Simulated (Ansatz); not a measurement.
System: zinc-blende AlSb. Method: r²SCAN+rVV10 (PAW; Ansatz, a first-principles code).

Numerical settings: plane-wave cutoff 560 eV, 10×10×10 k mesh, Fermi–Dirac smearing 0.01 eV, scalar-relativistic PAW data made under PBE.

Energies at three volumes about the minimum:

| V (Å³/atom) | E − E_lowest (meV/atom) |
|---|---|
| 28.602 | 2.17 |
| 29.186 | 0.00 |
| 29.769 | 2.01 |

Task: Fit a parabola by hand: where is the minimum, what lattice constant follows, and what is the bulk modulus?

Result: Slopes: (0.00 − 2.17)/(29.186 − 28.602) = -3.716 and (2.01 − 0.00)/(29.769 − 29.186) = 3.448 meV/Å³. Curvature E″ = 2 × (3.448 − (-3.716))/(29.769 − 28.602) = 12.278 meV/Å⁶. From the middle of the first interval, the slope vanishes at V0 = 28.8940 − (-3.716)/12.278 = 29.197 Å³/atom. B = V0 E″ = 29.197 × 12.278 meV/Å³ × 0.1602 GPa per meV/Å³ = 57.4 GPa. With 8 atoms in the cube, a = (8 × 29.197)^(1/3) = 6.159 Å. The full Birch–Murnaghan fit to all volumes gives V0 = 29.186 Å³/atom and B0 = 57.3 GPa.

Measured, for comparison: bulk modulus 58.2 GPa (temperature not stated, not corrected to a static lattice; as tabulated in Toher et al. (2017), arXiv:1611.05714); lattice constant a 6.128 Å (low temperature, thermal expansion removed or low-temperature value; zero-point expansion not removed; as tabulated in Zhang et al. (2018), doi:10.1088/1367-2630/aac7f0). Computed (rounded) less measured: bulk modulus -2 %.
